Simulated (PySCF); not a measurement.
Numbering as in the mapped SMILES `[CH3:1][CH2:2][CH:3]([CH3:4])[CH3:5]`; H(Xn) means a hydrogen on atom n.

[PySCF 2.14: GIAO B97-2/pcSseg-2 shieldings; structure optimised with PBE0-D3(BJ)/def2-SVP; single conformer; no solvent; relativity neglected; equivalent nuclei averaged]

Referencing at the same level of theory: 13C (183.46 ppm) and 1H (31.36 ppm) against TMS.

```json
{"atoms": "C2", "nucleus": "13C", "count": "1", "δ (ppm)": "36.2"}
{"atoms": "C4/C5", "nucleus": "13C", "count": "2", "δ (ppm)": "24.5"}
{"atoms": "H(C2)", "nucleus": "1H", "count": "2", "δ (ppm)": "?"}
{"atoms": "C3", "nucleus": "13C", "count": "1", "δ (ppm)": "34.8"}
{"atoms": "H(C4)/H(C5)", "nucleus": "1H", "count": "6", "δ (ppm)": "0.89"}
{"atoms": "H(C3)", "nucleus": "1H", "count": "1", "δ (ppm)": "1.36"}
{"atoms": "H(C1)", "nucleus": "1H", "count": "3", "δ (ppm)": "0.94"}
{"atoms": "C1", "nucleus": "13C", "count": "1", "δ (ppm)": "?"}
```

Complete the table.

Answers


- C1: 15.1 ppm, methyl carbon; saturated and bonded to C and H only
- H(C2): 1.17 ppm, hydrogen on an sp3 CH2; far from electronegative atoms and π systems

Shifts are as computed. Against solution values, carbons near 30 ppm lie about +4 ppm off and those near 130 ppm about +7 ppm. Of 1211 compounds with measured shifts, 218 miss one by over three times the rms of a fit or turn the order of signals round; such compounds aren't used in these exercises.
